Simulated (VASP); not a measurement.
A run of VASP 6.6.1 is set up as follows.

Contents of INCAR:

```
SYSTEM = BaF2
ALGO = Normal ; EDIFF = 1E-7
EDIFFG = -0.005 ; ENCUT = 600
GGA = PE ; IBRION = 2
ISIF = 3 ; ISMEAR = 0
IVDW = 12 ; LASPH = .True.
LCHARG = .False. ; LREAL = .False.
LWAVE = .False. ; NELM = 80
NSW = 90 ; PREC = Accurate
SIGMA = 0.03
```

Contents of KPOINTS:

```
k-points
0
Gamma
  8 8 8
  0 0 0
```

POSCAR

```
BaF2                                    
1.0
    0.0000000000      3.1223409409      3.1223409409
    3.1223409409     -0.0000000000      3.1223409409
    3.1223409409      3.1223409409     -0.0000000000
  Ba              F             
     1     2
Direct
     1.0000000000000000    0.0000000000000000    0.0000000000000000
     0.2500000000000000    0.2500000000000000    0.2500000000000000
     0.7500000000000000    0.7500000000000000    0.7500000000000000
```

Potentials or basis: VASP PAW PBE potentials, release 64 (Ba_sv, F).

Command:

```console
$ cat potpaw_PBE.64/Ba_sv/POTCAR potpaw_PBE.64/F/POTCAR > POTCAR
$ mpirun -np 1 vasp_std > vasp.out
```

**Question.** Predict the dispersion energy per atom.

**Answer.** -0.131 eV.

**Question.** Predict the space group after relaxing (to 0.05 Å).

**Answer.** Fm-3m (No. 225).

Final structure:
```cif
data_structure
_symmetry_space_group_name_H-M 'P 1'
_symmetry_Int_Tables_number 1
_cell_length_a 4.4132
_cell_length_b 4.4132
_cell_length_c 4.4132
_cell_angle_alpha 60.000
_cell_angle_beta 60.000
_cell_angle_gamma 60.000
_cell_volume 60.78
loop_
_atom_site_label
_atom_site_type_symbol
_atom_site_fract_x
_atom_site_fract_y
_atom_site_fract_z
_atom_site_occupancy
Ba1 Ba 0.00000 0.00000 0.00000 1
F1 F 0.25000 0.25000 0.25000 1
F2 F 0.75000 0.75000 0.75000 1
```
